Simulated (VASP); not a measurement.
Here is a VASP 6.6.1 calculation.

The input INCAR:

```
SYSTEM = NaH
  PREC = Accurate
  ENCUT = 300
  EDIFF = 1E-7
  ISMEAR = 0
  SIGMA = 0.02
  LREAL = .FALSE.
  LASPH = .TRUE.
  NELM = 80
  ALGO = Normal
  ISIF = 3
  LWAVE = .FALSE.
  LCHARG = .FALSE.
  GGA = PS
  IBRION = 2
  NSW = 90
  EDIFFG = -0.005
```

KPOINTS

```
Automatic mesh
0
G
  8 8 8
  0 0 0
```

The input POSCAR:

```
NaH
1.0
    0.0000000000      2.3864216700      2.3864216700
    2.3864216700      0.0000000000      2.3864216700
    2.3864216700      2.3864216700      0.0000000000
Na H
1 1
Direct
    0.0000000000      0.0000000000      0.0000000000
    0.5000000000      0.5000000000      0.5000000000
```

Potentials or basis: VASP PAW PBE potentials, release 64 (Na_pv, H).

The run is started by

```bash
$ cat potpaw_PBE.64/Na_pv/POTCAR potpaw_PBE.64/H/POTCAR > POTCAR
$ mpirun -np 1 vasp_std > vasp.out
```

Q: What does it give for the relaxed volume?

A: 13.38 Å³/atom.

Q: Predict the space group after relaxing (to 0.05 Å).

A: Fm-3m (No. 225).

Q: Predict the band gap on the k mesh.

A: 3.64 eV, indirect (least direct gap 4.56 eV).

Q: Estimate the relaxed cell.

A: a = 3.357 Å, b = 3.357 Å, c = 3.357 Å, α = 60.00°, β = 60.00°, γ = 60.00°.

The path:
```
step  energy change (eV)  largest force (eV/Å)  pressure (GPa)  volume (Å³)
   1              0.0000                0.0000           -0.40        27.18
   2             -0.0003                0.0000           -0.27        27.05
   3             -0.0005                0.0000            0.05        26.75
```

Caveat: the cutoff is under 1.25 times the usual one of these potentials, so pressure, stress and relaxed cells hold a basis-set (Pulay) error; the PAW data sets were made with another functional, which shifts forces and pressure a little. A k mesh can miss the band edges.
